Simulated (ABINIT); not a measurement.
# AlNi (Pm-3m) in ABINIT: a series of runs

The runs below take AlNi through phonons, optical spectrum, with LDA, PBE.

Everything below comes from runs of ABINIT 10.8.3 (patched build). Logs are shortened: lines on timing, memory, paths and dates and some standing lists are left out, and cuts for length are marked. The log counts tension as positive stress, the text compression.

## Step 1: Starting point

The structure is cubic, space group Pm-3m (No. 221). Conventional cell: a = 2.881 Å, b = 2.881 Å, c = 2.881 Å, α = 90.00°, β = 90.00°, γ = 90.00°. Around Ni (site symmetry m-3m) lie 8 Al at 2.50 Å. Al (site symmetry m-3m) is surrounded by 8 Ni at 2.50 Å.

## Step 2: Phonons, LDA, collinear spin, ferromagnetic start

Contents of run.abi:

```
ndtset 2

pp_dirpath "./"
pseudos "Ni.upf, Al.upf"

acell 3*1.0
rprim
     5.4443009650     0.0000000000     0.0000000000
     0.0000000000     5.4443009650     0.0000000000
     0.0000000000     0.0000000000     5.4443009650
ntypat 2
znucl 28 13
natom 2
typat 1 2
xred
            1/2            1/2            1/2
            0.0            0.0            0.0

ecut 46.0

ngkpt 12 12 12
nshiftk 1
shiftk 0.0 0.0 0.0

ixc 7

nband 19
occopt 4
tsmear 0.00734986

nsppol 2
spinat
     0.0000000000     0.0000000000     1.0000000000
     0.0000000000     0.0000000000     0.0000000000

nstep 80

prteig 0
prtebands 0
prtwf 0
prtden 0
prtpot 0

kptopt1 1
tolvrs1 1.0e-15
prtwf1 1
tolwfr1 1.0e-14
nbdbuf1 4
nline1 6

rfphon2 1
rfatpol2 1 2
rfdir2 1 1 1
getwfk2 1
kptopt2 2
nqpt2 1
qpt2 0.0 0.0 0.0
tolvrs2 1.0e-8
```

Contents of mrgddb.in:

```
merged_DDB
AlNi
2
runo_DS1_DDB
runo_DS2_DDB
```

Contents of anaddb.abi:

```
ddb_filepath "merged_DDB"
output_file "anaddb.abo"
outdata_prefix "ana"
asr 1
chneut 0
dipdip 0
dieflag 0
enunit 0
eivec 1
nph1l 1
qph1l 0.0 0.0 0.0 1.0
```

Potentials or basis: PseudoDojo NC SR LDA v0.4.1 standard.

Run with:

```
$ mpirun --bind-to none -np 4 abinit run.abi > log 2>&1
$ mrgddb < mrgddb.in > mrgddb.log 2>&1
$ anaddb anaddb.abi > anaddb.log 2>&1
```

run.abo:

```text
.Version 10.8.3 of ABINIT
 DATASET    1 : space group Pm -3 m (#221); Bravais cP (primitive cubic)
================================================================================
 Values of the parameters that define the memory need for DATASET  1.
     intxc =       0    ionmov =       0      iscf =       7    lmnmax =       6
     lnmax =       6     mgfft =      36  mpssoang =       3    mqgrid =    3001
     natom =       2  nloc_mem =       1    nspden =       2   nspinor =       1
    nsppol =       2      nsym =      48    n1xccc =    2501    ntypat =       2
    occopt =       4   xclevel =       1
       mpw =        2428          nfft =       46656          nkpt =          84
================================================================================
================================================================================

 DATASET    2 : space group Pm -3 m (#221); Bravais cP (primitive cubic)
================================================================================
 Values of the parameters that define the memory need for DATASET  2 (RF).
     intxc =       0      iscf =       7    lmnmax =       6     lnmax =       6
     mgfft =      36  mpssoang =       3    mqgrid =    3001     natom =       2
  nloc_mem =       1    nspden =       2   nspinor =       1    nsppol =       2
      nsym =      48    n1xccc =    2501    ntypat =       2    occopt =       4
   xclevel =       1
      nfft =       46656          nkpt =         868
================================================================================
================================================================================

--------------------------------------------------------------------------------
------------- Echo of variables that govern the present computation ------------
--------------------------------------------------------------------------------
 -outvars: echo values of preprocessed input variables --------
            acell      1.0000000000E+00  1.0000000000E+00  1.0000000000E+00 Bohr
              amu      5.86900000E+01  2.69815390E+01
             ecut      4.60000000E+01 Hartree
           getwfk1          0
           getwfk2          1
                       outvar_i_n : Printing only first  50 k-points.
              ixc           7
           jdtset        1    2
                       outvar_i_n : Printing only first  50 k-points.
           kptopt1          1
           kptopt2          2
         kptrlatt       12    0    0      0   12    0      0    0   12
          kptrlen      6.53316116E+01
            natom           2
            nband1         19
            nband2         19
           nbdbuf1          4
           nbdbuf2          2
           ndtset           2
            ngfft          36      36      36
             nkpt1         84
             nkpt2        868
            nline1          6
            nline2          4
             nqpt1          0
             nqpt2          1
           nspden           2
           nsppol           2
            nstep          80
             nsym          48
           ntypat           2
                       prtocc : prtvol=0, do not print more k-points.
                       1.000000  1.000000  1.000000  1.000000  1.000000  1.000000
                       1.000000  1.000000  1.000000  1.000000  1.000000  0.000000
                       0.000000  0.000000  0.000000  0.000000  0.000000  0.000000
                       0.000000
                       1.000000  1.000000  1.000000  1.000000  1.000000  1.000000
                       1.000000  1.000000  1.000000  1.000000  1.000000  0.000000
                       0.000000  0.000000  0.000000  0.000000  0.000000  0.000000
                       0.000000
                       1.000000  1.000000  1.000000  1.000000  1.000000  1.000000
                       1.000000  1.000000  1.000000  1.000000  1.000000  0.000000
                       0.000000  0.000000  0.000000  0.000000  0.000000  0.000000
                       0.000000
                       1.000000  1.000000  1.000000  1.000000  1.000000  1.000000
                       1.000000  1.000000  1.000000  1.000000  1.000000  0.000000
                       0.000000  0.000000  0.000000  0.000000  0.000000  0.000000
                       0.000000
[... 372 lines left out ...]
                       0.000000  0.000000  0.000000  0.000000  0.000000  0.000000
                       0.000000
                       1.000000  1.000000  1.000000  1.000000  1.000000  1.000000
                       1.000000  1.000000  1.000000  1.000000  1.000000  0.000000
                       0.000000  0.000000  0.000000  0.000000  0.000000  0.000000
                       0.000000
[... 331 lines left out ...]
  Sum:                -0.000000    -0.000000     -0.000000     0.000000
 Total magnetization (from the atomic spheres):                0.000000
 Total magnetization (exact up - dn):                          0.000000

================================================================================

 ----iterations are completed or convergence reached----

 Mean square residual over all n,k,spin=   19.197E-13; max=  70.460E-10

 2DEtotal=    0.1563078227E+01 Ha. Also 2DEtotal=    0.425335253542E+02 eV
    (2DErelax=   -1.3902297217E+04 Ha. 2DEnonrelax=    1.3903860295E+04 Ha)
    (  non-var. 2DEtotal :    1.5630784512E+00 Ha)

--------------------------------------------------------------------------------
 Perturbation wavevector (in red.coord.)   0.000000  0.000000  0.000000
 Perturbation : displacement of atom   2   along direction   1
 Found     8 symmetries that leave the perturbation invariant.
 symkpt : the number of k-points, thanks to the symmetries,
 is reduced to   196 .

--------------------------------------------------------------------------------

--------------------------------------------------------------------------------

 dfpt_looppert : total number of electrons, from k and k+q
  fully or partially occupied states are    2.100000E+01 and    2.100000E+01.
 Initialisation of the first-order wave-functions :
  ireadwf=   0

--- !BeginCycle
iteration_state: {dtset: 2, }
solver: {iscf: 7, nstep: 80, nline: 4, wfoptalg: 0, }
tolerances: {tolvrs: 1.00E-08, }
...

     iter   2DEtotal(Ha)        deltaE(Ha) residm    vres2    difmagsph maxmagsph
-ETOT  1   1.8326991501696     -1.578E+01 2.950E+00 2.287E+03 9.347E-07 9.347E-07
 ETOT  2   1.5766420283820     -2.561E-01 2.960E-01 8.642E+01 8.862E-07 1.844E-07
 ETOT  3   1.5642668584377     -1.238E-02 1.879E-02 1.120E+01 1.093E-07 1.361E-07
 ETOT  4   1.5621564606443     -2.110E-03 1.782E-03 1.464E+00 8.230E-08 8.348E-08
 ETOT  5   1.5618193143672     -3.371E-04 2.197E-04 4.055E-02 1.415E-07 2.249E-07
 ETOT  6   1.5618059461909     -1.337E-05 1.568E-05 5.830E-04 2.620E-07 3.005E-07
 ETOT  7   1.5618058745991     -7.159E-08 2.716E-06 5.006E-04 8.664E-08 3.872E-07
 ETOT  8   1.5618057966433     -7.796E-08 1.885E-07 1.977E-04 2.046E-07 1.826E-07
 ETOT  9   1.5618057456564     -5.099E-08 5.695E-08 8.898E-08 5.612E-08 1.265E-07
 ETOT 10   1.5618057456384     -1.794E-11 3.886E-09 2.449E-09 8.779E-08 3.868E-08

 At SCF step   10       vres2   =  2.45E-09 < tolvrs=  1.00E-08 =>converged.
 Integrated electronic and magnetization densities in atomic spheres:
 ------------------------------------------------------------------------------------------------------------
 Radius=ratsph(iatom), smearing ratsm=  0.0000. Diff(up-dn)=approximate z local magnetic moment.
    Atom    Radius    up_density   dn_density  Total(up+dn)  Diff(up-dn)
    1 Ni   2.00000     0.000000     0.000000      0.000000     0.000000
    2 Al   2.00000    -0.000000    -0.000000     -0.000000    -0.000000
 ------------------------------------------------------------------------------------------------------------
  Sum:                 0.000000     0.000000      0.000000     0.000000
 Total magnetization (from the atomic spheres):                0.000000
 Total magnetization (exact up - dn):                          0.000000

================================================================================

 ----iterations are completed or convergence reached----

 Mean square residual over all n,k,spin=   19.494E-13; max=  38.864E-10

 2DEtotal=    0.1561805746E+01 Ha. Also 2DEtotal=    0.424988993858E+02 eV
    (2DErelax=   -1.6049207327E+01 Ha. 2DEnonrelax=    1.7611013073E+01 Ha)
    (  non-var. 2DEtotal :    1.5618057748E+00 Ha)

================================================================================

 ---- first-order wavefunction calculations are completed ----

 ==> Compute Derivative Database <==

  Dynamical matrix, in cartesian coordinates,
   if specified in the inputs, asr has been imposed
     j1       j2             matrix element
  dir pert dir pert     real part    imaginary part

   1    1   1    1         0.0526922113         0.0000000000
   1    1   1    2        -0.0526922113         0.0000000000

   2    1   2    1         0.0526922113         0.0000000000
   2    1   2    2        -0.0526922113         0.0000000000
[... 10 lines left out ...]
   3    2   3    1        -0.0526917351         0.0000000000
   3    2   3    2         0.0526917351         0.0000000000

  Phonon wavevector (reduced coordinates) :  0.00000  0.00000  0.00000
 Phonon energies in Hartree :
   0.000000E+00  0.000000E+00  0.000000E+00  1.250532E-03  1.250532E-03
   1.250532E-03
 Phonon frequencies in cm-1    :
   0.000000E+00  0.000000E+00  0.000000E+00  2.744600E+02  2.744600E+02
   2.744600E+02

== END DATASET(S) ==============================================================
================================================================================

 -outvars: echo values of variables after computation  --------
            acell      1.0000000000E+00  1.0000000000E+00  1.0000000000E+00 Bohr
           etotal1    -1.7008101381E+02
           etotal2     1.5618057456E+00
            fcart1    -0.0000000000E+00 -0.0000000000E+00 -0.0000000000E+00
                      -0.0000000000E+00 -0.0000000000E+00 -0.0000000000E+00
            fcart2     0.0000000000E+00  0.0000000000E+00  0.0000000000E+00
                       0.0000000000E+00  0.0000000000E+00  0.0000000000E+00
            rprim      5.4443009650E+00  0.0000000000E+00  0.0000000000E+00
                       0.0000000000E+00  5.4443009650E+00  0.0000000000E+00
                       0.0000000000E+00  0.0000000000E+00  5.4443009650E+00
           strten1     3.1342010513E-04  3.1342010513E-04  3.1342010513E-04
                       0.0000000000E+00  0.0000000000E+00  0.0000000000E+00
           strten2     0.0000000000E+00  0.0000000000E+00  0.0000000000E+00
                       0.0000000000E+00  0.0000000000E+00  0.0000000000E+00
           xangst      1.4404999990E+00  1.4404999990E+00  1.4404999990E+00
                       0.0000000000E+00  0.0000000000E+00  0.0000000000E+00
             xred      5.0000000000E-01  5.0000000000E-01  5.0000000000E-01
                       0.0000000000E+00  0.0000000000E+00  0.0000000000E+00
 Calculation completed.
```

Wall time 4.1 min (4 MPI ranks of Intel Xeon 6975P-C (Granite Rapids), shared host); peak memory 1.5 GiB.

Results:

| Property | Result |
| --- | --- |
| Free energy | -4628.1402 eV |
| Pressure | -9.2 GPa |
| Band gap on the k mesh | none (metal or under the smearing width) |
| Net moment | 0.00 μB per cell |
| Highest phonon frequency at Γ | 274 cm⁻¹ |

Phonon frequencies in cm⁻¹ (negative: imaginary):
| q point | frequencies |
| --- | --- |
| (0.000, 0.000, 0.000) | 0 0 0 274 274 274 |

Caveat: the cell is more than 3 GPa from zero pressure, which shifts response properties; small starting moments can end in a higher magnetic state in this program.

## Step 3: Optical spectrum, PBE, collinear spin, ferromagnetic start (cell relaxed at zero pressure by an earlier run)

Contents of run.abi:

```
ndtset 3

pp_dirpath "./"
pseudos "Ni.upf, Al.upf"

acell 3*1.0 Angstrom
rprim
     2.8920507800     0.0000000000     0.0000000000
     0.0000000000     2.8920507800     0.0000000000
     0.0000000000     0.0000000000     2.8920507800
ntypat 2
znucl 28 13
natom 2
typat 1 2
chkprim 0
chksymtnons 0
tolsym 1.0e-6
xred
            1/2            1/2            1/2
            0.0            0.0            0.0

ecut 1333.357926 eV
ecutsm 0.5

ngkpt 16 16 16
nshiftk 1
shiftk 0.5 0.5 0.5
istwfk *1

ixc 11

occopt 4
tsmear 0.1 eV

nsppol 2
spinat
     0.0000000000     0.0000000000     1.0000000000
     0.0000000000     0.0000000000     0.0000000000

nstep 80

iomode 3
prteig 0
prtebands 0

nband1 15
tolvrs1 1.0e-12
prtden1 1
prtwf1 0
kptopt1 1

iscf2 -3
getden2 1
nband2 20
nbdbuf2 4
tolwfr2 1.0e-12
nstep2 120
prtden2 0
kptopt2 1

optdriver3 8
wfk_task3 "wfk_optics_fullbz"
getwfk3 2
nband3 16
kptopt3 1
prtevk3 1
inclvkb3 2
```

Contents of optic.abi:

```
&FILES
 ddkfile_1 = 'runo_DS3_1_EVK.nc',
 ddkfile_2 = 'runo_DS3_2_EVK.nc',
 ddkfile_3 = 'runo_DS3_3_EVK.nc',
 wfkfile = 'runo_DS3_WFK.nc'
/
&PARAMETERS
 broadening = 0.005512,
 domega = 0.002,
 maxomega = 0.8,
 scissor = 0.000000,
 tolerance = 0.002
/
&COMPUTATIONS
 num_lin_comp = 1,
 lin_comp = 11,
 num_nonlin_comp = 0
/
```

Potentials or basis: PseudoDojo NC SR PBE v0.4.1 standard.

Run with:

```
$ mpirun --bind-to none -np 4 abinit run.abi > log 2>&1
$ optic optic.abi > optic.log 2>&1
```

run.abo:

```text
.Version 10.8.3 of ABINIT
 DATASET    1 : space group Pm -3 m (#221); Bravais cP (primitive cubic)
================================================================================
 Values of the parameters that define the memory need for DATASET  1.
     intxc =       0    ionmov =       0      iscf =       7    lmnmax =       6
     lnmax =       6     mgfft =      36  mpssoang =       3    mqgrid =    3001
     natom =       2  nloc_mem =       1    nspden =       2   nspinor =       1
    nsppol =       2      nsym =      48    n1xccc =    2501    ntypat =       2
    occopt =       4   xclevel =       2
       mpw =        2692          nfft =       46656          nkpt =         120
================================================================================
================================================================================
[... 13 lines left out ...]
 DATASET    3 : space group Pm -3 m (#221); Bravais cP (primitive cubic)
================================================================================
 Values of the parameters that define the memory need for DATASET  3.
     intxc =       0    ionmov =       0      iscf =       7    lmnmax =       6
     lnmax =       6     mgfft =      36  mpssoang =       3    mqgrid =    3001
     natom =       2  nloc_mem =       1    nspden =       2   nspinor =       1
    nsppol =       2      nsym =      48    n1xccc =    2501    ntypat =       2
    occopt =       4   xclevel =       2
       mpw =        2692          nfft =       46656          nkpt =         120
================================================================================
================================================================================

--------------------------------------------------------------------------------
[... 959 lines left out ...]

 Computation of velocity matrix elements (DDK)

 Parameters extracted from the Abinit header:
    ecut:     49.0
    nkpt:    4096
    mband:   20
    nsppol:  2
    nspinor: 1
    useylm:  0
    inclvkb: 2
    bmin: 1, bmax: 20
    Computing diagonal and off-diagonal matrix elements
    Between band index bmin: 1, bmax: 20

== END DATASET(S) ==============================================================
================================================================================

 -outvars: echo values of variables after computation  --------
            acell      1.8897261259E+00  1.8897261259E+00  1.8897261259E+00 Bohr
           etotal1    -1.7015636965E+02
           etotal2    -1.7015636965E+02
           etotal3     0.0000000000E+00
            fcart1    -0.0000000000E+00 -0.0000000000E+00 -0.0000000000E+00
                      -0.0000000000E+00 -0.0000000000E+00 -0.0000000000E+00
            fcart3     0.0000000000E+00  0.0000000000E+00  0.0000000000E+00
                       0.0000000000E+00  0.0000000000E+00  0.0000000000E+00
            rprim      2.8920507800E+00  0.0000000000E+00  0.0000000000E+00
                       0.0000000000E+00  2.8920507800E+00  0.0000000000E+00
                       0.0000000000E+00  0.0000000000E+00  2.8920507800E+00
           strten1    -3.5272138288E-06 -3.5272138288E-06 -3.5272138288E-06
                       0.0000000000E+00  0.0000000000E+00  0.0000000000E+00
           strten3     0.0000000000E+00  0.0000000000E+00  0.0000000000E+00
                       0.0000000000E+00  0.0000000000E+00  0.0000000000E+00
           xangst      1.4460253900E+00  1.4460253900E+00  1.4460253900E+00
                       0.0000000000E+00  0.0000000000E+00  0.0000000000E+00
             xred      5.0000000000E-01  5.0000000000E-01  5.0000000000E-01
                       0.0000000000E+00  0.0000000000E+00  0.0000000000E+00
 Calculation completed.
```

Wall time 3.2 min (4 MPI ranks of Intel Xeon 6975P-C (Granite Rapids), shared host); peak memory 9.5 GiB.

Results:

| Item | Value |
| --- | --- |
| Free energy | -4630.1907 eV |
| Pressure | 0.1 GPa |
| Net moment | 0.00 μB per cell |

Dielectric function (mean over the directions given):
```csv
energy (eV),real part,imaginary part
0.33,14.14,0.68
1.31,14.44,3.78
2.29,13.16,12.32
3.37,7.44,7.48
4.35,2.85,11.86
5.44,1.94,10.73
6.42,-1.49,7.54
7.51,-0.89,6.78
8.49,-2.28,4.26
9.58,-1.96,2.75
10.56,-1.26,2.00
11.65,-1.36,1.56
12.63,-1.00,1.18
13.71,-0.58,0.98
14.69,-0.33,0.82
15.78,-0.23,0.67
16.76,-0.09,0.58
17.85,-0.03,0.65
18.83,0.02,0.54
19.92,0.09,0.48
```

Caveat: the intraband (Drude) term is left out; small starting moments can end in a higher magnetic state in this program; spectra need much finer meshes, so this one isn't converged; independent-particle spectra lack excitons.
